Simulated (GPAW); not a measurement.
Crystal: Zr.

```xyz
2
Lattice="3.2320 0.0000 0.0000 -1.6160 2.7990 0.0000 0.0000 0.0000 5.1470" Properties=species:S:1:pos:R:3 pbc="T T T"
Zr    1.6160    0.9330    3.8603
Zr    0.0000    1.8660    1.2868
```

- Program: GPAW 26.7.0
- Task: relaxation of cell and atoms
- Functional: revPBE
- Dispersion: D3(BJ)
- Potentials or basis: the program's PAW data sets (release 1.2.1) made for this functional
- Cutoff: 600 eV
- Basis: pw
- k mesh: 9 × 9 × 5
- Occupations: fermi-dirac, width 0.05 eV
- Spin: no spin polarisation

At the start: pressure -5.0 GPa; volume 23.28 Å³/atom.

Problem. Where does the relaxation end?

Solution. Over 7 steps the energy falls by 19.9 meV/atom and the volume is 22.03 Å³/atom (-5.4 %); space group P6_3/mmc (No. 194, to 0.05 Å).

Step by step:
```csv
step,energy change (eV),largest force (eV/Å),pressure (GPa),volume (Å³)
1,0.0000,0.0000,-5.04,46.56
2,-0.0192,0.0000,-3.70,45.84
3,-0.0390,0.0000,0.16,43.99
4,-0.0392,0.0000,0.03,44.04
5,-0.0397,0.0000,-0.15,44.11
6,-0.0398,0.0000,-0.11,44.09
7,-0.0398,0.0000,-0.03,44.05
```

Final structure:
```
Zr
1.0
     3.16070    0.00000    0.00000
    -1.58035    2.73725    0.00000
     0.00000    0.00000    5.09161
Zr
2
Direct
  0.66667 0.33333 0.75000
  0.33333 0.66667 0.25000
```

Caveat: later steps reuse the first step's grids; pairwise dispersion overbinds metals, which lowers pressure and volume.
